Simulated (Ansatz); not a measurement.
Relaxing Ga₈N₇

Theory: DFT PBE, scalar-relativistic, plane waves, PAW in Ansatz 0.2.0. Run with 420 eV cutoff, 3×3×3 k-mesh, Gaussian smearing of 0.01 eV, no spin polarisation.

What was changed: N vacancy (site b), charge +1, atoms relaxed at the host's cell.

In a supercell of 15 atoms the defect feels its periodic images.

Spin polarisation was left out.

Command:

```bash
ansatz run input.yaml --threads 4 --pin off --max-ram 10240MiB --backend cpu --events-out ev --progress --plain --runs-dir out
```

Input:

```yaml
crystal:
  lattice:
    - [0.0, 0.0, 5.2431684095]
    - [3.2183708159, 5.5743817708, 0.0]
    - [-6.4367416318, -1.0e-10, 0.0]
  atoms:
    - { symbol: Ga, position: [0.5137825679, 0.1666666667, 0.3333333333] }
    - { symbol: Ga, position: [0.498387579, 0.1658024972, 0.8329012486] }
    - { symbol: Ga, position: [0.498387579, 0.6670987514, 0.3341975028] }
    - { symbol: Ga, position: [0.498387579, 0.6670987514, 0.8329012486] }
    - { symbol: Ga, position: [0.9942885904, 0.3297989752, 0.6595979505] }
    - { symbol: Ga, position: [0.9942885904, 0.3297989752, 0.1702010248] }
    - { symbol: Ga, position: [0.9994767709, 0.8333333333, 0.6666666667] }
    - { symbol: Ga, position: [0.9942885904, 0.8404020495, 0.1702010248] }
    - { symbol: "N", position: [0.8754750497, 0.1660741974, 0.8330370987] }
    - { symbol: "N", position: [0.8754750497, 0.6669629013, 0.3339258026] }
    - { symbol: "N", position: [0.8754750497, 0.6669629013, 0.8330370987] }
    - { symbol: "N", position: [0.3769406546, 0.3321396481, 0.6642792963] }
    - { symbol: "N", position: [0.3769406546, 0.3321396481, 0.1678603519] }
    - { symbol: "N", position: [0.3755999032, 0.8333333333, 0.6666666667] }
    - { symbol: "N", position: [0.3769406546, 0.8357207037, 0.1678603519] }
  host:
    lattice:
      - [3.2183708159, 0.0, 0.0]
      - [-1.609185408, 2.7871908854, 0.0]
      - [0.0, 0.0, 5.2431684095]
    atoms:
      - { symbol: Ga, position: [0.6666666667, 0.3333333333, 0.4991348631] }
      - { symbol: Ga, position: [0.3333333333, 0.6666666667, 0.9991348631] }
      - { symbol: "N", position: [0.6666666667, 0.3333333333, 0.8758651369] }
      - { symbol: "N", position: [0.3333333333, 0.6666666667, 0.3758651369] }
total_charge: 1
basis:
  ecutwfc: 420
  xc_grid: 2
kpoints:
  mp_grid: { grid: [3, 3, 3], shift: [0.0, 0.0, 0.0] }
hamiltonian:
  xc: pbe
scf:
  occupations: { method: gaussian, width: 0.01 }
output:
  forces: true
  stress: false
  eigenvalues: true
  charged_corrections:
    defect_position: [0.87586514, 0.16666667, 0.33333333]
    epsilon: [[10.4928, 0.0, 0.0], [0.0, 10.4928, 0.0], [0.0, 0.0, 11.6882]]
relax:
  adjacent_minimum: "off"
  f_tol: 0.025
  max_steps: 45
```

F is the free energy.

Steps:

| step | F − F(1) (eV) | largest force component (eV/Å) |
| --- | --- | --- |
| 1 | 0.0000 | 0.939 |
| 2 | -0.1457 | 0.208 |
| 3 | -0.1596 | 0.152 |
| 4 | -0.1641 | 0.029 |
| 5 | -0.1643 | 0.006 |

Relaxed structure:

```xyz
15
Lattice="0.0000 0.0000 5.2432 3.2184 5.5744 0.0000 -6.4367 0.0000 0.0000" Properties=species:S:1:pos:R:3 pbc="T T T"
Ga   -1.6092    0.9291    2.5552
Ga   -4.8276    0.9112    2.6159
Ga   -0.0155    3.7252    2.6159
Ga   -3.2029    3.7252    2.6159
Ga   -3.2368    1.8688    5.2479
Ga    0.0184    1.8688    5.2479
Ga   -1.6092    4.6453    5.2545
Ga    1.6092    4.6241    5.2479
N    -4.8276    0.9235    4.5899
N    -0.0048    3.7190    4.5899
N    -3.2136    3.7190    4.5899
N    -3.2159    1.8567    1.9800
N    -0.0025    1.8567    1.9800
N    -1.6092    4.6453    1.9719
N     1.6092    4.6482    1.9800
```

Symmetry: P3m1, No. 156, trigonal system. Conventional cell: a = 6.437 Å, b = 6.437 Å, c = 5.243 Å, α = 90.00°, β = 90.00°, γ = 120.00°. Ga (site symmetry 3m) is surrounded by 3 N at 1.94 Å. Ga (site symmetry m) is surrounded by 4 N at 1.95 to 1.97 Å. Ga (site symmetry m) is surrounded by 3 N at 1.96 to 1.98 Å. Ga (site symmetry 3m) has 4 N at 1.96 to 1.97 Å as nearest neighbours. Around N (site symmetry m) lie 4 Ga at 1.96 to 1.97 Å. N (site symmetry m) is surrounded by 4 Ga at 1.94 to 1.98 Å. N (site symmetry 3m) is surrounded by 4 Ga at 1.95 to 1.96 Å.

The run converged. Time: 5.1 s on 4 threads of AMD EPYC 9R45 96-Core Processor (Zen 5) (shared host), peak memory 0.72 GiB.